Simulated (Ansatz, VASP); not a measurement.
GaAs: VASP beside Ansatz

File INCAR:

```
SYSTEM = GaAs
ALGO     = Normal         ! electronic algorithm
EDIFF    = 1E-7           ! SCF threshold, eV
ENCUT    = 520            ! plane-wave cutoff, eV
GGA      = PE             ! functional
ISIF     = 2              ! what is computed and relaxed
ISMEAR   = -1             ! smearing method
LASPH    = .True.         ! aspherical terms in the spheres
LCHARG   = .False.        ! write CHGCAR
LREAL    = .False.        ! projectors in reciprocal space
LWAVE    = .False.        ! write WAVECAR
NBANDS   = 16             ! bands
NELM     = 100            ! most SCF steps
PREC     = Accurate       ! precision mode
SIGMA    = 0.05           ! smearing width, eV
```

The input KPOINTS:

```
k-points
0
Gamma
  7 7 10
  0 0 0
```

The input POSCAR:

```
GaAs
1.0
    3.8101400000      0.0000000000      0.0000000000
    0.0000000000      3.8101400000      0.0000000000
    0.0000000000      0.0000000000      2.7389100000
Ga As
1 1
Direct
    0.5000000000      0.5000000000      0.5000000000
    0.0000000000      0.0000000000      0.5000000000
```

Contents of input.yaml:

```yaml
crystal:
  lattice:
    - [3.81014, 0.0, 0.0]
    - [0.0, 3.81014, 0.0]
    - [0.0, 0.0, 2.73891]
  atoms:
    - { symbol: Ga, position: [0.5, 0.5, 0.5] }
    - { symbol: As, position: [0.0, 0.0, 0.5] }
hamiltonian:
  xc: pbe
  pseudopotentials: { kind: paw }
kpoints:
  mp_grid: { grid: [7, 7, 10] }
scf:
  occupations: { method: fermi_dirac, width: 0.05 }
output:
  forces: true
  stress: true
  eigenvalues: true
```

The cell was built by a generator and needn't be a form met in nature.

Alike in both runs: task single point; functional PBE; k mesh 7 × 7 × 10; occupations fermi-dirac, width 0.05 eV; no spin polarisation.

```csv
,VASP,Ansatz
version,VASP 6.6.1,Ansatz 0.2.0
potentials or method,"VASP PAW PBE potentials, release 64 (Ga_d, As)",Ansatz PAW
plane-wave cutoff (eV),520,420
valence electrons in the cell,18,28
```

VASP gave:

```
gap on the k mesh at the Fermi level (eV)       : none
pressure (GPa)                                  : 0.3
largest component of the traceless stress (GPa) : 3.06
```

**Question.** What did Ansatz give for the same quantities?

**Answer.** gap on the k mesh at the Fermi level (eV): none; pressure (GPa): 0.1; largest component of the traceless stress (GPa): 3.02.

A gap of «none» marks a metal or a gap that the smearing closes. The two sets of potentials don't hold the same shells in valence.
